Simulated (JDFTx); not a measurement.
## Ba under changes of volume

One of the cells (62.989 Å³/atom); the others are scaled copies at fixed shape and fractional positions:

```
Ba
1.0
    -2.50650    2.50650    2.50650
     2.50650   -2.50650    2.50650
     2.50650    2.50650   -2.50650
Ba
1
Direct
  0.00000 0.00000 0.00000
```

| Property | Result |
| --- | --- |
| Program | JDFTx 1.7.0 (patched build) |
| Functional | PBE |
| Potentials or basis | PseudoDojo-SR-PBE-0.5-standard with smoothed tails |
| Cutoff | 599 eV |
| Density cutoff | 2395 eV |
| k mesh | 8 × 8 × 8 |
| Occupations | fermi-dirac, width 0.05 eV |
| Spin | no spin polarisation |

| volume (Å³/atom) | energy over the lowest point (meV/atom) | pressure (GPa) |
| --- | --- | --- |
| 59.209 | ? | ? |
| 60.469 | 2.50 | 0.4 |
| 61.729 | 0.47 | 0.2 |
| 62.989 | 0.00 | 0.0 |
| 64.249 | 0.96 | -0.2 |
| 65.508 | 3.25 | -0.4 |
| 66.768 | 6.74 | -0.5 |

Problem. What does the run at 59.209 Å³/atom give?

Solution. Energy over the lowest point 6.22 meV/atom; pressure 0.6 GPa.

Worked out: A Birch-Murnaghan fit of order 3 (a polynomial in V^(-2/3)) to the other rows has its minimum at 62.75 Å³/atom with B0 = V·E''(V) = 9.2 GPa and B' = 3.2. It gives 6.23 meV/atom at 59.209 Å³/atom, against the run's 6.22, and -dE/dV = 0.6 GPa, against 0.6.

Energies are extrapolated to zero smearing.
